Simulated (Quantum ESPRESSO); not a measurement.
# PbSe (Clausthalite) (Fm-3m) in Quantum ESPRESSO: a series of runs, part 2 of 2

Quantum ESPRESSO 7.5.

## (4) Band structure, PBE

Input file pw.in:

```
&CONTROL
  calculation = 'scf'
  prefix = 'pwscf'
  outdir = './tmp'
  pseudo_dir = './pseudo'
  tprnfor = .true.
  tstress = .true.
  disk_io = 'low'
/
&SYSTEM
  ibrav = 0
  nat = 2
  ntyp = 2
  ecutwfc = 55
  ecutrho = 440
  nbnd = 16
  occupations = 'smearing'
  smearing = 'fd'
  degauss = 0.00367493
/
&ELECTRONS
  conv_thr = 4d-10
  electron_maxstep = 120
  mixing_beta = 0.5
/
ATOMIC_SPECIES
Pb   207.2000 Pb.pbe-dn-kjpaw_psl.0.2.2.UPF
Se    78.9710 Se_pbe_v1.uspp.F.UPF
CELL_PARAMETERS bohr
   0.0000000000    5.7837902633    5.7837902633
   5.7837902633    0.0000000000    5.7837902633
   5.7837902633    5.7837902633    0.0000000000
ATOMIC_POSITIONS bohr
Pb     0.0000000000    0.0000000000    0.0000000000
Se     5.7837902633    5.7837902633    5.7837902633
K_POINTS automatic
8 8 8 0 0 0
```

Input file bands.in:

```
&CONTROL
  calculation = 'bands'
  prefix = 'pwscf'
  outdir = './tmp'
  pseudo_dir = './pseudo'
  disk_io = 'low'
  verbosity = 'high'
/
&SYSTEM
  ibrav = 0
  nat = 2
  ntyp = 2
  ecutwfc = 55
  ecutrho = 440
  nbnd = 16
  occupations = 'smearing'
  smearing = 'fd'
  degauss = 0.00367493
/
&ELECTRONS
  conv_thr = 1d-08
  electron_maxstep = 120
  mixing_beta = 0.5
  diago_full_acc = .true.
  startingwfc = 'random'
/
ATOMIC_SPECIES
Pb   207.2000 Pb.pbe-dn-kjpaw_psl.0.2.2.UPF
Se    78.9710 Se_pbe_v1.uspp.F.UPF
CELL_PARAMETERS bohr
   0.0000000000    5.7837902633    5.7837902633
   5.7837902633    0.0000000000    5.7837902633
   5.7837902633    5.7837902633    0.0000000000
ATOMIC_POSITIONS bohr
Pb     0.0000000000    0.0000000000    0.0000000000
Se     5.7837902633    5.7837902633    5.7837902633
K_POINTS crystal
60
 0.0000000000  0.0000000000  0.0000000000 1
 0.0625000000  0.0000000000  0.0625000000 1
 0.1250000000  0.0000000000  0.1250000000 1
 0.1875000000  0.0000000000  0.1875000000 1
 0.2500000000  0.0000000000  0.2500000000 1
 0.3125000000  0.0000000000  0.3125000000 1
 0.3750000000  0.0000000000  0.3750000000 1
 0.4375000000  0.0000000000  0.4375000000 1
 0.5000000000  0.0000000000  0.5000000000 1
 0.5000000000  0.0625000000  0.5625000000 1
 0.5000000000  0.1250000000  0.6250000000 1
 0.5000000000  0.1875000000  0.6875000000 1
 0.5000000000  0.2500000000  0.7500000000 1
 0.4375000000  0.3125000000  0.7500000000 1
 0.3750000000  0.3750000000  0.7500000000 1
 0.3375000000  0.3375000000  0.6750000000 1
 0.3000000000  0.3000000000  0.6000000000 1
 0.2625000000  0.2625000000  0.5250000000 1
 0.2250000000  0.2250000000  0.4500000000 1
 0.1875000000  0.1875000000  0.3750000000 1
 0.1500000000  0.1500000000  0.3000000000 1
 0.1125000000  0.1125000000  0.2250000000 1
 0.0750000000  0.0750000000  0.1500000000 1
 0.0375000000  0.0375000000  0.0750000000 1
 0.0000000000  0.0000000000  0.0000000000 1
 0.0625000000  0.0625000000  0.0625000000 1
 0.1250000000  0.1250000000  0.1250000000 1
 0.1875000000  0.1875000000  0.1875000000 1
 0.2500000000  0.2500000000  0.2500000000 1
 0.3125000000  0.3125000000  0.3125000000 1
 0.3750000000  0.3750000000  0.3750000000 1
 0.4375000000  0.4375000000  0.4375000000 1
 0.5000000000  0.5000000000  0.5000000000 1
 0.5250000000  0.4500000000  0.5250000000 1
 0.5500000000  0.4000000000  0.5500000000 1
 0.5750000000  0.3500000000  0.5750000000 1
 0.6000000000  0.3000000000  0.6000000000 1
 0.6250000000  0.2500000000  0.6250000000 1
 0.5833333333  0.2500000000  0.6666666667 1
 0.5416666667  0.2500000000  0.7083333333 1
 0.5000000000  0.2500000000  0.7500000000 1
 0.5000000000  0.2857142857  0.7142857143 1
 0.5000000000  0.3214285714  0.6785714286 1
 0.5000000000  0.3571428571  0.6428571429 1
 0.5000000000  0.3928571429  0.6071428571 1
 0.5000000000  0.4285714286  0.5714285714 1
 0.5000000000  0.4642857143  0.5357142857 1
 0.5000000000  0.5000000000  0.5000000000 1
 0.4821428571  0.4821428571  0.5357142857 1
 0.4642857143  0.4642857143  0.5714285714 1
 0.4464285714  0.4464285714  0.6071428571 1
 0.4285714286  0.4285714286  0.6428571429 1
 0.4107142857  0.4107142857  0.6785714286 1
 0.3928571429  0.3928571429  0.7142857143 1
 0.3750000000  0.3750000000  0.7500000000 1
 0.6250000000  0.2500000000  0.6250000000 1
 0.5937500000  0.1875000000  0.5937500000 1
 0.5625000000  0.1250000000  0.5625000000 1
 0.5312500000  0.0625000000  0.5312500000 1
 0.5000000000  0.0000000000  0.5000000000 1
```

Potentials or basis: SSSP 1.3 efficiency PBE.

The run is started by

```
> OMP_NUM_THREADS=1 pw.x -in pw.in > pw.out
> OMP_NUM_THREADS=1 pw.x -in bands.in > bands.out
```

pw.out:

```text
This program is part of the open-source Quantum ESPRESSO suite
     for quantum simulation of materials; please cite
         "P. Giannozzi et al., J. Phys.:Condens. Matter 21 395502 (2009);
         "P. Giannozzi et al., J. Phys.:Condens. Matter 29 465901 (2017);
         "P. Giannozzi et al., J. Chem. Phys. 152 154105 (2020);
     in publications or presentations arising from this work. More details at

     file Pb.pbe-dn-kjpaw_psl.0.2.2.UPF: wavefunction(s)  6S renormalized
     Message from routine setup:
     using ibrav=0 with symmetry is DISCOURAGED, use correct ibrav instead

     G-vector sticks info
     --------------------
     sticks:   dense  smooth     PW     G-vecs:    dense   smooth      PW
     Sum        2053    1027    301                60375    21331    3479

     Using Slab Decomposition

     bravais-lattice index     =            0
     lattice parameter (alat)  =       8.1795  a.u.
     unit-cell volume          =     386.9614 (a.u.)^3
     number of atoms/cell      =            2
     number of atomic types    =            2
     number of electrons       =        20.00
     number of Kohn-Sham states=           16
     kinetic-energy cutoff     =      55.0000  Ry
     charge density cutoff     =     440.0000  Ry
     scf convergence threshold =      4.0E-10
     mixing beta               =       0.5000
     number of iterations used =            8  plain     mixing
     Exchange-correlation= SLA  PW   PBE  PBE
                           (   1   4   3   4   0   0   0)

     celldm(1)=   8.179515  celldm(2)=   0.000000  celldm(3)=   0.000000
     celldm(4)=   0.000000  celldm(5)=   0.000000  celldm(6)=   0.000000

[... 171 lines left out ...]
     6.3127   6.3127  12.8912  12.8912  12.8912  14.7066  14.7066  14.7066
[... 93 lines left out ...]
    -8.7521  -8.6646  -8.6536  -8.6303  -8.6239  -3.9891   0.1336   3.6031
     5.4565   5.7844  11.5814  12.1912  13.6357  14.0138  18.3813  18.4984

          k =-0.7071 0.0000 0.0000 (  2698 PWs)   bands (ev):

    -8.7851  -8.6807  -8.6389  -8.6180  -8.6180  -3.9789   0.7890   3.1960
     4.9502   4.9502  11.8794  13.7934  13.7934  14.2379  19.5180  19.8306

          k = 0.3536 0.1768 0.0000 (  2673 PWs)   bands (ev):
[... 26 lines left out ...]
    -8.7300  -8.6643  -8.6497  -8.6460  -8.6253  -4.0779  -0.0617   4.1464
     4.9513   7.3328   9.8542  12.2060  13.0064  15.9267  16.0092  18.8798

          k =-0.7071 0.1768-0.0000 (  2658 PWs)   bands (ev):

    -8.7686  -8.6719  -8.6470  -8.6276  -8.6179  -3.9644   0.4398   3.4006
     4.6185   5.9451  12.0063  12.3088  13.9116  14.3157  18.3390  19.7956

          k =-0.7071 0.3536 0.0000 (  2656 PWs)   bands (ev):

    -8.7491  -8.6581  -8.6502  -8.6502  -8.6179  -3.9491   0.1561   3.9508
     3.9508   7.3895  10.0670  13.1498  13.1498  15.9176  15.9176  20.0405

     the Fermi energy is     8.3276 ev

!    total energy              =    -914.23967210 Ry
     estimated scf accuracy    <          5.9E-12 Ry
     smearing contrib. (-TS)   =      -0.00002247 Ry
     internal energy E=F+TS    =    -914.23964963 Ry

     The total energy is F=E-TS. E is the sum of the following terms:
     one-electron contribution =     -36.83441710 Ry
     hartree contribution      =      32.88097591 Ry
     xc contribution           =     -74.06470108 Ry
     ewald contribution        =    -107.78080369 Ry
     one-center paw contrib.   =    -728.44070367 Ry

     convergence has been achieved in  10 iterations

     Forces acting on atoms (cartesian axes, Ry/au):

     atom    1 type  1   force =     0.00000000   -0.00000000   -0.00000000
     atom    2 type  2   force =    -0.00000000    0.00000000    0.00000000

     Total force =     0.000000     Total SCF correction =     0.000000

     Computing stress (Cartesian axis) and pressure

          total   stress  (Ry/bohr**3)                   (kbar)     P=       23.51
   0.00015981  -0.00000000  -0.00000000           23.51       -0.00       -0.00
  -0.00000000   0.00015981  -0.00000000           -0.00       23.51       -0.00
  -0.00000000  -0.00000000   0.00015981           -0.00       -0.00       23.51

=------------------------------------------------------------------------------=
   JOB DONE.
=------------------------------------------------------------------------------=
```

Run time: 2.7 min. Hardware: 1 thread of Arm Neoverse V1, shared host; peak memory 0.26 GiB.

Results:

```yaml
Free_energy: -12438.8644 eV
Pressure: 2.4 GPa
Band_gap_on_the_k_mesh: 0.30 eV, direct
Band_gap_along_the_path: 0.30 eV, direct
```

Levels at the corners of the path, in eV from the valence-band top:
| point | band 8 | band 9 | band 10 | band 11 | band 12 | band 13 |
| --- | --- | --- | --- | --- | --- | --- |
| Γ | -1.87 | -1.87 | -1.87 | 4.71 | 4.71 | 4.71 |
| X | -4.98 | -3.23 | -3.23 | 3.70 | 5.61 | 5.61 |
| W | -4.23 | -4.23 | -0.79 | 1.89 | 4.97 | 4.97 |
| K | -4.58 | -2.72 | -2.39 | 3.40 | 4.01 | 5.46 |
| Γ | -1.87 | -1.87 | -1.87 | 4.71 | 4.71 | 4.71 |
| L | -1.47 | -1.47 | 0.00 | 0.30 | 1.70 | 1.70 |
| U | -4.58 | -2.72 | -2.39 | 3.40 | 4.01 | 5.46 |
| W | -4.23 | -4.23 | -0.79 | 1.89 | 4.97 | 4.97 |
| L | -1.47 | -1.47 | 0.00 | 0.30 | 1.70 | 1.70 |
| K | -4.58 | -2.72 | -2.39 | 3.40 | 4.01 | 5.46 |
| U | -4.58 | -2.72 | -2.39 | 3.40 | 4.01 | 5.46 |
| X | -4.98 | -3.23 | -3.23 | 3.70 | 5.61 | 5.61 |

Caveat: some levels on the path didn't converge; spin-orbit coupling is left out, which as a rule narrows the gap of such compounds by several tenths of an eV.

## (5) Summary

| potentials or basis | cutoff (eV) | gap on the mesh (eV) | pressure (GPa) |
| --- | --- | --- | --- |
| SG15 PBE 1.2 | 952 | 0.28 | 2.4 |
| SPMS 1.0 PBE | 952 | 0.30 | 2.3 |
| SSSP 1.3 efficiency PBE | 748 | 0.30 | 2.4 |

Alike in all rows: task band structure; level PBE; no spin polarisation; cell as given; k mesh 8 × 8 × 8; smearing fermi-dirac 0.05 eV.

Caveats: spin-orbit coupling is left out, which as a rule narrows the gap of such compounds by several tenths of an eV; some levels on the path didn't converge (some runs).

Total energies depend on the potentials used, so only differences within one code and one set of settings carry meaning.

## (6) Against experiment

Step 2. Measured gap of PbSe: 0.28 eV (direct; 300 K; a printed reference work, monograph). This calculation gives 0.28 eV (0.00 eV). 2 values of this kind are on record (0.15 to 0.28 eV); this one was drawn at random. Spin-orbit coupling on Pb, Se is left out. The value is that of PBE, without temperature or zero-point motion. Semilocal functionals fall short of measured gaps as a rule.

Step 3. A measured gap of PbSe is 0.15 eV (direct; 4.2 K; a printed reference work, monograph); the calculated 0.30 eV misses it by +0.15 eV. 2 values of this kind are on record (0.15 to 0.28 eV); this one was drawn at random. Spin-orbit coupling on Pb, Se is left out. The value is that of PBE, without temperature or zero-point motion.

Step 4. Measured gap of PbSe: 0.15 eV (direct; 4.2 K; a printed reference work, monograph). This calculation gives 0.30 eV (+0.15 eV). 2 values of this kind are on record (0.15 to 0.28 eV); this one was drawn at random. Spin-orbit coupling on Pb, Se is left out. The value is that of PBE, without temperature or zero-point motion.
